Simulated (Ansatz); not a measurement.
CdO2:

```xyz
3
Lattice="3.4762 0.0000 0.0000 -1.7381 3.0105 0.0000 0.0000 0.0000 4.1481" Properties=species:S:1:pos:R:3 pbc="T T T"
Cd    0.0000    0.0000    0.0000
O     0.0000    2.0070    1.0130
O     1.7381    1.0035    3.1350
```

The cell comes from a database or a generator and needn't be the stable form of this composition.

Base run:

* Program: Ansatz 0.2.0
* Functional: r2SCAN
* Potentials or basis: Ansatz PAW
* Cutoff: 500 eV
* Density cutoff: 2000 eV
* k mesh: 9 × 9 × 7
* Occupations: fermi-dirac, width 0.05 eV
* Spin: no spin polarisation

Its results: band gap on the k mesh none (metal or under the smearing width); pressure -9.8 GPa; largest force 0.248 eV/Å.

Task: The run is repeated on the same cell with these changes: functional from r2SCAN to LDA; cutoff from 500 eV to 420 eV; density cutoff from 2000 eV to 1680 eV. What comes out?

Result: Band gap on the k mesh none (metal or under the smearing width); pressure -14.9 GPa; largest force 0.494 eV/Å.

Caveats: the PAW data sets come from PBE, with cores solved anew for the run's functional, which leaves a small shift of forces and pressure.

Not every run made on this cell is shown here.
